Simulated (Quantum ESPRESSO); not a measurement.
# Ca under changes of volume

One of the cells (43.632 Å³/atom); the others are scaled copies at fixed shape and fractional positions:

```
Ca
1.0
     0.00000    2.79420    2.79420
     2.79420    0.00000    2.79420
     2.79420    2.79420    0.00000
Ca
1
Direct
  0.00000 0.00000 0.00000
```

| Item | Value |
| --- | --- |
| Program | Quantum ESPRESSO 7.5 |
| Functional | PBE |
| Dispersion | D3(BJ) |
| Potentials or basis | PseudoDojo 0.4.1 SR PBE standard |
| Cutoff | 925 eV |
| Density cutoff | 3701 eV |
| k mesh | 8 × 8 × 8 |
| Occupations | fermi-dirac, width 0.05 eV |
| Spin | no spin polarisation |

```tsv
volume (Å³/atom)	energy over the lowest point (meV/atom)	pressure (GPa)
41.014	0.00	-0.4
41.886	2.93	-0.7
42.759	7.68	-1.0
43.632	?	?
44.504	22.00	-1.6
45.377	31.28	-1.8
46.250	41.82	-2.0
```

**Question.** What does the run at 43.632 Å³/atom give?

**Answer.** Energy over the lowest point 14.08 meV/atom; pressure -1.3 GPa.

Worked out: A Birch-Murnaghan fit of order 3 (a polynomial in V^(-2/3)) to the other rows has its minimum at 40.19 Å³/atom, just outside them, with B0 = V·E''(V) = 18.5 GPa and B' = 3.4. It gives 14.09 meV/atom at 43.632 Å³/atom, against the run's 14.08, and -dE/dV = -1.3 GPa, against -1.3.

Energies are extrapolated to zero smearing.

Caveats: pairwise dispersion overbinds metals, which lowers pressure and volume.
